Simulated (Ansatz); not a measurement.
Bi$_{2}$Se$_{3}$: pressure against volume, fitted

```yaml
crystal:
  lattice:
    - [2.07150, 1.19598, 9.54533]
    - [-2.07150, 1.19598, 9.54533]
    - [0.00000, -2.39196, 9.54533]
  atoms:
    - { symbol: Bi, position: [0.40080, 0.40080, 0.40080] }
    - { symbol: Bi, position: [0.59920, 0.59920, 0.59920] }
    - { symbol: Se, position: [0.00000, 0.00000, 0.00000] }
    - { symbol: Se, position: [0.21170, 0.21170, 0.21170] }
    - { symbol: Se, position: [0.78830, 0.78830, 0.78830] }
```

Atom numbers follow the list: Bi1, Bi2, Se3, Se4, Se5.

The cell is COD entry 9011965, as deposited and not checked against the literature; nothing was relaxed.

No spin–orbit coupling, which matters for the heavy atoms here.

The calculation used DFT, PBE, all-electron LAPW, scalar-relativistic in Ansatz 0.2.0.

Numerical set-up: a Γ-centred 6×6×6 k mesh, Fermi–Dirac smearing of 0.03 eV, basis error target 0.5 meV/atom, no spin polarisation.

The cell is scaled evenly. Fractional coordinates are held (clamped ions).

```
V (Å³/atom)  P (GPa)
     26.675     7.32
     27.810     3.96
     28.094     3.23
     28.378     2.53
     28.662     1.87
     28.946     1.25
     29.513     0.09
     30.081    -0.95
```

(1) Fit a third-order Birch–Murnaghan curve to the pressures.

(2) Predict the pressure at the withheld volume, 27.243 Å³/atom.

## Answers

(1) P = (3B0/2)(y^(7/2) − y^(5/2))[1 + (3/4)(B0′ − 4)(y − 1)] with y = (V0/V)^(2/3) fits within 0.01 GPa for V0 = 29.560 Å³/atom, B0 = 56.6 GPa and B0′ = 4.47.

(2) There y = 1.0559, so the fit gives 5.55 GPa; the run gave 5.55 GPa.
